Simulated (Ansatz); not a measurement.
# MgSe: properties at the relaxed cell

An exercise on one series of results from a longer session: the logs are not shown, and one member is left open.

The COD entry's cell or inner coordinates are ideal or old and differ from later refinements, so a difference from it is no clean test against experiment.

Computed with Ansatz 0.2.0 (DFT PBE, scalar-relativistic, plane waves, PAW, unless a step's input says otherwise).

1 further run of the same task is left out (set aside as unsound or not needed).

### The structure to begin with

The structure is cubic, space group Fm-3m (No. 225). The conventional cell has a = 5.509 Å, b = 5.509 Å, c = 5.509 Å, α = 90.00°, β = 90.00°, γ = 90.00°. Mg (site symmetry m-3m) has 6 Se at 2.75 Å as nearest neighbours. Se (site symmetry m-3m) is surrounded by 6 Mg at 2.75 Å.

As a file:

```cif
data_structure
_symmetry_space_group_name_H-M 'P 1'
_symmetry_Int_Tables_number 1
_cell_length_a 3.8954
_cell_length_b 3.8954
_cell_length_c 3.8954
_cell_angle_alpha 60.000
_cell_angle_beta 60.000
_cell_angle_gamma 60.000
_cell_volume 41.80
loop_
_atom_site_label
_atom_site_type_symbol
_atom_site_fract_x
_atom_site_fract_y
_atom_site_fract_z
_atom_site_occupancy
Mg1 Mg 0.00000 0.00000 0.00000 1
Se1 Se 0.50000 0.50000 0.50000 1
```

This cell was relaxed beforehand with the same method: volume 20.90 Å³/atom, gap on the mesh 1.77 eV.

The first run:

input.yaml

```yaml
crystal:
  lattice:
    - [0.0, 2.7544736754, 2.7544736754]
    - [2.7544736754, 0.0, 2.7544736754]
    - [2.7544736754, 2.7544736754, 0.0]
  atoms:
    - { symbol: Mg, position: [0.0, 0.0, 0.0] }
    - { symbol: Se, position: [0.5, 0.5, 0.5] }
basis:
  ecutwfc: 420
kpoints:
  mp_grid: { grid: [8, 8, 8] }
  band_path:
    path:
      - [[0.0, 0.0, 0.0], [0.5, 0.0, 0.5], [0.625, 0.25, 0.625]]
      - [[0.375, 0.375, 0.75], [0.0, 0.0, 0.0], [0.5, 0.5, 0.5], [0.5, 0.25, 0.75], [0.5, 0.0, 0.5]]
    npoints: 14
hamiltonian:
  xc: pbe
scf:
  occupations: { method: gaussian, width: 0.02 }
  n_extra_bands: 6
output:
  forces: true
  stress: true
  eigenvalues: true
  populations: true
  dos: { projected: true, de: 0.02, nscf_kmesh: { grid: [12, 12, 12] } }
  bader: true
  write_density: true
  write_potential: true
  elf: true
  volumetric_format: npy
```

Command:

```bash
$ ansatz run input.yaml --threads 1 --pin off --max-ram 2560MiB --backend cpu --events-out ev --progress --plain --runs-dir out
```

Among the steps run: Static run: bands, density of states and charges; Seeking the band edges over the whole zone; Levels beside the edges; The cell as listed, for comparison; Volume × 0.97; The cell scaled to 1.03 of its volume; Volume × 0.94; Point at V/V0 = 1.06; Point at V/V0 = 0.91; The cell scaled to 1.10 of its volume; Volume × 0.88.

One table of the session follows, with a row left open; its other results are not shown here.

It belongs to the step «Energy against volume». 

```
volume (Å³/atom)  energy above the lowest point (meV/atom)  pressure (GPa)  gap on the mesh (eV)
          18.391                                      70.4           10.05                  1.98
          19.018                                      37.3            6.92                  1.93
          19.645                                      15.6            4.24                  1.87
          20.272                                       3.7            1.94                  1.82
          20.899                                       0.0           -0.02                  1.77
          21.525                                         ?               ?                     ?
          22.152                                      13.0           -3.15                  1.67
          22.988                                      33.8           -4.76                  1.61
```

Estimate the missing values for volume (Å³/atom) = 21.525.

Worked estimate for «energy above the lowest point (meV/atom)». A straight line through the neighbours (20.899, 0.0) and (22.152, 13.0) gives 0.0 + (13.0 − 0.0) × (21.525 − 20.899) / (22.152 − 20.899) = 6.5; a parabola fitted to 4 rows on both sides gives 3.5.

As computed: energy above the lowest point (meV/atom): 3.5; pressure (GPa): -1.70; gap on the mesh (eV): 1.72. In «energy above the lowest point (meV/atom)» the line misses by +3.0 and the parabola by 0.0.

To keep in mind: Absorption along x passes 10⁴ cm⁻¹ at 2.6 eV, beside a least direct gap of 2.40 eV on the SCF mesh; the indirect gap of 1.77 eV gives no absorption without phonons.
